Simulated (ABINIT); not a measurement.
# InP (F-43m): G0W0 with ABINIT, start to end, part 3 of 3

How does a plane-wave GW calculation on InP (F-43m) run from the first input to the gap?

ABINIT 10.8.3; PBE and many-body steps on it, plane waves. Known limits of the many-body steps: not at the basis limit; mesh may overstate the screening; no spin-orbit coupling; coarse k mesh.

So far. Step 4 (Empty states on the mesh, 4×4×4 mesh, 118 bands): On this mesh the gap is 0.688 eV. Step 5 (Screening, 4×4×4 mesh, 110 bands, screening to 149.7 eV): Local fields lower ε∞ by 5 %. On a Γ-centred mesh this coarse the value itself is usually too large, while a short band sum pulls it down.

**6. Self-energy, 4×4×4 mesh, 110 bands, screening to 149.7 eV**

The self-energy is evaluated for the states that the input lists, and the levels follow from it, in one-shot runs by the linearised quasiparticle equation.

This step: G0W0 on PBE, plane waves, norm-conserving pseudopotentials.

run.abi

```
acell 3*1.0 Angstrom
rprim 
  -0.000000000000 2.934350000000 2.934350000000
  2.934350000000 -0.000000000000 2.934350000000
  2.934350000000 2.934350000000 -0.000000000000
ntypat 2
znucl 49 15
natom 2
typat 1 2
xred 
  0.000000000000 0.000000000000 0.000000000000
  0.250000000000 0.250000000000 0.250000000000
pp_dirpath "pseudos"
pseudos "In.upf, P.upf"
ecut 33
ngkpt 4 4 4
nshiftk 1
shiftk 0 0 0
kptopt 1
chksymbreak 0
istwfk *1
occopt 1
irdwfk 1
optdriver 4
nband 110
gwcalctyp 0
ecutsigx 33
symsigma 1
nkptgw 1
kptgw 
  0.0000000000 0.0000000000 0.0000000000
bdgw 
  11 17
ecuteps 5.5
irdscr 1
ppmodel 1
indata_prefix "in"
outdata_prefix "out"
tmpdata_prefix "tmp"
```

Started as:

```sh
$ OMP_NUM_THREADS=1 mpirun -n 4 abinit run.abi > log
```

Numbers of over 12 decimals in the logs are rounded to 6 here.

Log:

```text
.Version 10.8.3 of ABINIT. v10.8.2 released Aug 2026.

 Symmetries : space group F-4 3 m (#216); Bravais cF (face-center cubic)
[... echo of the input left out ...]
== DATASET  1 ==================================================================
-   mpi_nproc: 4, omp_nthreads: 1 (-1 if OMP is not activated)

--- !DatasetInfo
iteration_state: {dtset: 1, }
dimensions: {natom: 2, nkpt: 8, mband: 110, nsppol: 1, nspinor: 1, nspden: 1, mpw: 3119, }
cutoff_energies: {ecut:  33.0, pawecutdg:  -1.0, }
electrons: {nelect:   2.60000000E+01, charge:   0.00000000E+00, occopt:   1.00000000E+00, tsmear:   1.00000000E-02, }

 SIGMA: Calculation of the GW corrections

 Based on a program developped by R.W. Godby, V. Olevano, G. Onida, and L. Reining.
 Incorporated in ABINIT by V. Olevano, G.-M. Rignanese, and M. Torrent.
.Using double precision arithmetic ; gwpc =  8

[... cell and pseudopotentials left out ...]
--------------------------------------------------------------------------------

 ==== K-mesh for the wavefunctions ====
 Number of points in the irreducible wedge :     8
[... list of points left out ...]
 Together with 24 symmetry operations and time-reversal symmetry
 yields    64 points in the full Brillouin Zone.

 ==== Q-mesh for screening function ====
 Number of points in the irreducible wedge :     8
[... list of points left out ...]
 Together with 24 symmetry operations and time-reversal symmetry
 yields    64 points in the full Brillouin Zone.

 vcoul_init : cutoff-mode = AUXILIARY_FUNCTION
 q-points for optical limit:   1
     1)      0.000010    0.000020    0.000030
 setmesh: FFT mesh size selected  =    45x   45x   45
          total number of points  =        91125

 Number of electrons calculated from density =   26.0000; Expected =   26.0000
 average of density, n =  0.076245
 r_s =    1.4630
 omega_plasma =   26.6355 [eV]

 === KS Band Gaps ===
  >>>> For spin  1
   Minimum direct gap =   0.6876 [eV], located at k-point      :   0.0000  0.0000  0.0000
   Fundamental gap    =   0.6876 [eV], Top of valence bands at :   0.0000  0.0000  0.0000
                                       Bottom of conduction at :   0.0000  0.0000  0.0000
 SIGMA fundamental parameters:
 PLASMON POLE MODEL  1
 number of plane-waves for SigmaX                 3119
 number of plane-waves for SigmaC and W            181
 number of plane-waves for wavefunctions          3119
 number of bands                                   110
 number of independent spin polarizations            1
 number of spinorial components                      1
 number of k-points in IBZ                           8
 number of q-points in IBZ                           8
 number of symmetry operations                      24
 number of k-points in BZ                           64
 number of q-points in BZ                           64
 number of frequencies for dSigma/dE                 9
 frequency step for dSigma/dE [eV]                0.25
 number of omega for Sigma on real axis              0
 max omega for Sigma on real axis  [eV]           0.00
 zcut for avoiding poles [eV]                     0.10

 EPSILON^-1 parameters (SCR file):
 dimension of the eps^-1 matrix on file            181
 dimension of the eps^-1 matrix used               181
 number of plane-waves for wavefunctions          3119
 number of bands                                   110
 number of q-points in IBZ                           8
 number of frequencies                               2
 number of real frequencies                          1
 number of imag frequencies                          1

 matrix elements of self-energy operator (all in [eV])

 Perturbative Calculation

--- !SelfEnergy_ee
iteration_state: {dtset: 1, }
kpoint     : [   0.000,    0.000,    0.000, ]
spin       : 1
KS_gap     :    0.688
QP_gap     :    1.345
Delta_QP_KS:    0.658
data: !SigmaeeData |
     Band     E0 <VxcDFT>   SigX SigC(E0)      Z dSigC/dE  Sig(E)    E-E0       E
       11   4.922 -12.904 -14.799   1.236   0.776  -0.289 -13.415  -0.511   4.412
       12   4.922 -12.904 -14.799   1.236   0.776  -0.289 -13.415  -0.511   4.412
       13   4.922 -12.904 -14.799   1.236   0.776  -0.289 -13.415  -0.511   4.412
       14   5.610 -11.727  -7.731  -3.810   0.791  -0.264 -11.580   0.147   5.757
       15   9.010 -10.776  -6.305  -4.211   0.795  -0.258 -10.570   0.206   9.216
       16   9.010 -10.776  -6.305  -4.211   0.795  -0.258 -10.570   0.206   9.216
       17   9.010 -10.776  -6.305  -4.211   0.795  -0.258 -10.570   0.206   9.216

== END DATASET(S) ==============================================================
================================================================================

 -outvars: echo values of variables after computation  --------
           etotal      0.0000000000E+00
            nband         110
             nkpt           8
          spgroup         216
 [... the other variables as echoed above ...]

 Calculation completed.
```

It took 5.2 s on 4 MPI ranks of Intel Xeon Platinum 8488C (Sapphire Rapids), shared host; peak memory 0.61 GiB; 20 s of CPU time.

This step gave:

```yaml
g0w0_gap_on_the_points_computed: 1.345 eV
starting_gap_on_the_mesh: 0.6876 eV
k_of_the_valence_top: 0, 0, 0
k_of_the_conduction_bottom: 0, 0, 0
z_at_the_valence_top: 0.776
z_at_the_conduction_bottom: 0.791
least_direct_g0w0_gap_on_the_computed_points: 1.345 eV
```

The gap on the mesh goes from 0.69 eV to 1.34 eV, a correction of +0.66 eV.

Limits: finite bands, cutoff and mesh; no spin-orbit coupling; coarse k mesh. v1 is the top filled band, c1 the lowest empty one. Levels before and after the correction, in eV, zero at the valence-band top of each column:

|  | conduction bottom | valence top |
| --- | --- | --- |
| Kohn-Sham | 0.69 | 0.00 |
| G0W0 | 1.34 | 0.00 |

|  | level | energy (eV) |
| --- | --- | --- |
| Kohn-Sham | Γ v3-v1 | 0.000 |
| Kohn-Sham | Γ c1 | 0.688 |
| Kohn-Sham | Γ c2-c4 | 4.087 |
| G0W0 | Γ v3-v1 | 0.000 |
| G0W0 | Γ c1 | 1.345 |
| G0W0 | Γ c2-c4 | 4.804 |

**7. Where the time went**

Times are wall times on 4 MPI ranks of Intel Xeon Platinum 8488C (Sapphire Rapids), shared host, good to a factor of about two.

| step | time | share | memory (GiB) |
| --- | --- | --- | --- |
| ground state | 11 s | 12 % | 0.39 |
| bands along the symmetry lines | 14 s | 15 % | 0.34 |
| empty states on the mesh | 37 s | 38 % | 2.3 |
| screening | 28 s | 29 % | 0.91 |
| self-energy | 5.2 s | 5 % | 0.61 |

**8. Results**

| Property | Result |
| --- | --- |
| PBE gap | 0.69 eV, direct |
| G0W0 gap on the mesh | 1.34 eV |
| GW settings | 4×4×4 mesh, 110 bands, screening to 149.7 eV, Godby-Needs plasmon pole |
| known limits | not at the basis limit; mesh may overstate the screening; no spin-orbit coupling; coarse k mesh |

G0W0 moves the gap on the mesh from 0.69 eV to 1.34 eV (+0.66 eV), with Z of 0.78 and 0.79 at the edges. Local fields lower the RPA ε∞ on this mesh from 49.81 to 47.19; a Γ-centred mesh this coarse tends to raise both, most where the direct gap is narrow, while a short band sum lowers them. Only 1 of the mesh's irreducible points was corrected, so a valley elsewhere could overtake. Bands and cutoff are finite, so the gap is not at the basis limit. The miss can reach some tenths of an eV and take either sign; the mesh is an error of its own. In the G0W0 run levels were corrected at 1 k point alone, so a gap called «on the mesh» is the least over those, and an edge elsewhere would be missed. The 4×4×4 mesh is coarse for this cell, which bears on the long-range parts of exchange and screening. The RPA ε∞ on this mesh reaches over 25; with a narrow direct gap a coarse mesh can overstate it, and the correction is then too small. The many-body steps are scalar-relativistic: spin-orbit coupling is not in them.

[Paths, hosts, dates, memory and timing lines, banners, echoed tables and standing remarks are left out of the program output.]

[Logs are printed without paths, hosts, clocks, repeated set-up lines and the standing remarks that a program may print on its own settings, such as how far it seeks lower states.]

[Runs of the session that timed out or met a known fault of the program may be left out.]

[Hosts, paths, dates, database ids (printed as entryN), source tags and the programs' standing remarks are cut or masked in the printed files.]

[G0W0 gaps are taken among the corrected bands and points alone; a level outside them can change the order at an edge.]

[Where Ansatz stands beside ABINIT at settings called matched, ABINIT's density can come from a denser mesh and the files from another edition; pairs whose starting gaps differed by over 0.03 eV were left out, so agreement reads better than it is.]
